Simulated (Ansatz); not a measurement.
Mg2Si (Fm-3m) from a database of computed structures (r2SCAN geometry), in Ansatz:

```
Mg Si
1.0
     0.00000    3.16897    3.16897
     3.16897    0.00000    3.16897
     3.16897    3.16897    0.00000
Mg Si
2 1
Cartesian
  1.5845 1.5845 1.5845
  4.7535 4.7535 4.7535
  0.0000 0.0000 0.0000
```

G0W0@PBE with 239 empty bands, a screening cutoff of 140 eV and a 4×4×4 mesh (PAW, contour deformation) gives 0.517 eV over the mesh points, from a PBE gap of 0.165 eV; it sums over 251 bands with 259 plane waves in the screening and a wave cutoff of 420 eV. G0W0 values are finite-basis, finite-mesh values. (Simulation; spin polarisation is off.)

**Question.** Estimate the gap with starting point HSE06.

**Answer.** 0.694 eV (+0.177 eV), from a Kohn-Sham gap of 0.565 eV.

**Question.** Estimate the gap with frequency model Godby-Needs pole.

**Answer.** 0.489 eV (-0.028 eV), from a Kohn-Sham gap of 0.165 eV.

**Question.** Estimate the gap with empty bands 439, screening cutoff 210 eV.

**Answer.** 0.547 eV (+0.030 eV), from a Kohn-Sham gap of 0.165 eV.

**Question.** Estimate the gap with potentials of the kind norm-conserving.

**Answer.** 0.516 eV (-0.001 eV), from a Kohn-Sham gap of 0.167 eV.
